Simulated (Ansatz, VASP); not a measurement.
This is a calculation of TiTe2 for Ansatz 0.2.0.

input.yaml

```yaml
crystal:
  lattice:
    - [3.7516502429, 0.0, 0.0]
    - [-1.8758251215, 3.2490244165, 0.0]
    - [0.0, 0.0, 6.4543879477]
  atoms:
    - { symbol: Te, position: [0.3333333333, 0.6666666667, 0.7372] }
    - { symbol: Te, position: [0.6666666667, 0.3333333333, 0.2628] }
    - { symbol: Ti, position: [0.0, 0.0, 0.0] }
kpoints:
  mp_grid: { grid: [8, 8, 4] }
scf:
  occupations: { method: fermi_dirac, width: 0.05 }
hamiltonian:
  xc: lda
  pseudopotentials: { kind: all_electron, lapw: { basis_error: 0.002 } }
output:
  forces: true
  stress: true
  eigenvalues: true
```

Potentials or basis: all-electron LAPW, scalar-relativistic.

The run is started by

```console
$ ansatz run input.yaml --threads 2 --pin off --max-ram 8192MiB --backend cpu --events-out ev --progress --plain --runs-dir out
```

Set up the same calculation for VASP 6.6.1. Potentials there: VASP PAW LDA potentials, release 64 (Te, Ti_sv).

As run (the cutoff follows the program's own potentials):

The input INCAR:

```
ALGO = Normal ; EDIFF = 1E-6
ENCUT = 520 ; ISIF = 2
ISMEAR = -1 ; LASPH = True
LCHARG = False ; LREAL = False
LWAVE = False ; NBANDS = 19
NELM = 100 ; PREC = Accurate
SIGMA = 0.05
```

Contents of KPOINTS:

```
k-points
0
Gamma
  8 8 4
```

POSCAR

```
TiTe2
1.0
    3.7516502429      0.0000000000      0.0000000000
   -1.8758251215      3.2490244165      0.0000000000
    0.0000000000      0.0000000000      6.4543879477
Te Ti
2 1
Direct
    0.3333333333      0.6666666667      0.7372000000
    0.6666666667      0.3333333333      0.2628000000
    0.0000000000      0.0000000000      0.0000000000
```

Potentials or basis: VASP PAW LDA potentials, release 64 (Te, Ti_sv).

Launch:

```console
$ cat potpaw_LDA.64/Te/POTCAR potpaw_LDA.64/Ti_sv/POTCAR > POTCAR
$ mpirun -np 1 vasp_std > vasp.out
```

Both were run:

|  | VASP | Ansatz | Ansatz less VASP |
| --- | --- | --- | --- |
| gap on the k mesh at the Fermi level (eV) | none | none | - |
| pressure (GPa) | -2.8 | -2.9 | -0.08 |
| largest component of the traceless stress (GPa) | 0.25 | 0.24 | -0.007 |
| rms of the force components (eV/Å) | 0.054 | 0.068 | +0.0135 |

Atom by atom the forces differ by 0.014 eV/Å (rms over components). A gap of «none» marks a metal or a gap that the smearing closes. Ansatz ran all-electron here, so the differences hold the error of VASP's frozen core and of both bases.

The runs have no spin-orbit coupling, so splittings on Te are missing.
